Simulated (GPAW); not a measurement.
**Moving the Hubbard U on Nb d in Nb4C3**

```cif
data_structure
_symmetry_space_group_name_H-M 'Pm-3m'
_symmetry_Int_Tables_number 221
_cell_length_a 4.4708
_cell_length_b 4.4708
_cell_length_c 4.4708
_cell_angle_alpha 90.000
_cell_angle_beta 90.000
_cell_angle_gamma 90.000
_cell_volume 89.36
loop_
_atom_site_label
_atom_site_type_symbol
_atom_site_symmetry_multiplicity
_atom_site_Wyckoff_symbol
_atom_site_fract_x
_atom_site_fract_y
_atom_site_fract_z
_atom_site_occupancy
Nb1 Nb 1 b 0.50000 0.50000 0.50000 1
Nb2 Nb 3 d 0.50000 0.00000 0.00000 1
C1 C 3 c 0.00000 0.50000 0.50000 1
```

The cell comes from a database or a generator and needn't be the stable form of this composition.

Kept alike: task band structure; functional PBEsol; k mesh 6 × 6 × 6; occupations fermi-dirac, width 0.05 eV; no spin polarisation. Program: GPAW, PAW data sets generated for this functional, cutoff 800 eV. The mesh is that of the run's cell of 7 atoms. No spin-orbit coupling.

| run | pressure (GPa) |
| --- | --- |
| A | 14.54 |
| B | -11.22 |
| C | -4.41 |
| D | -8.05 |
| E | -9.69 |
| F | -6.31 |

Pressure is positive in compression; the values hold the error of the finite cutoff, so their zero can differ a little from the energy's minimum. U acts here on a shell without spin polarisation. For a metal such a mesh leaves the last digits unconverged. How U acts hangs on the program's projectors.

Q: The runs differ in the Hubbard U on Nb d alone: 0; 1; 2; 3; 4; 6 eV. Which run is which?

A: Run A is 6 eV; run B is 0 eV; run C is 4 eV; run D is 2 eV; run E is 1 eV; run F is 3 eV. The pressure rises from -11.22 to 14.54 GPa between 0 and 6 eV. Its step between 4 and 6 is the steepest for its width, which can mark a change of electronic state.
